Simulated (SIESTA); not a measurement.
BN under changes of volume

One of the cells (9.476 Å³/atom); the others are scaled copies at fixed shape and fractional positions:

```
N B
1.0
     0.00000    3.49532    2.16609
     1.25163    0.00000    2.16609
     1.25163    3.49532    0.00000
N B
1 1
Direct
  0.66665 0.66665 0.33335
  0.00005 0.00005 0.99995
```

Measurements of this composition are mostly on another form, of space group No. 194.

| Quantity | Value |
| --- | --- |
| Program | SIESTA 5.4.2 |
| Functional | PBEsol |
| Potentials or basis | PseudoDojo 0.4 standard (PBEsol files) |
| Basis | DZP (energy shift 0.003 Ry) |
| Grid cutoff | 800 Ry |
| Energy shift | 0.003 Ry |
| k mesh | 13 × 13 × 13 |
| Occupations | fermi-dirac, width 0.05 eV |
| Spin | no spin polarisation |

```csv
volume (Å³/atom),energy over the lowest point (meV/atom),pressure (GPa),gap on the mesh (eV),largest force (eV/Å)
8.908,49.95,22.1,3.81,0.017
9.097,27.54,15.9,3.80,0.015
9.287,12.12,10.3,3.79,0.013
9.476,3.09,5.1,3.77,0.011
9.666,0.00,0.2,3.76,0.010
9.855,?,?,?,?
10.045,9.59,-8.1,3.73,0.008
```

Q: What does the run at 9.855 Å³/atom give?

A: Energy over the lowest point 2.35 meV/atom; pressure -4.1 GPa; gap on the mesh 3.74 eV; largest force 0.009 eV/Å.

Worked out: A Birch-Murnaghan fit of order 3 (a polynomial in V^(-2/3)) to the other rows has its minimum at 9.68 Å³/atom with B0 = V·E''(V) = 232 GPa and B' = 3.4 at fixed shape and positions, which overstates the stiffness. It gives 2.30 meV/atom at 9.855 Å³/atom, against the run's 2.35, and -dE/dV = -4.1 GPa, against -4.1. A straight line through the other rows of the gap, of slope -0.677 eV per unit of ln V, gives 3.75 eV, against the run's 3.74.

Energies are extrapolated to zero smearing.

Caveats: an odd mesh through Γ misses points on the zone boundary, where band edges often lie; the basis of atomic orbitals isn't converged, which shifts pressures, moduli and gaps.
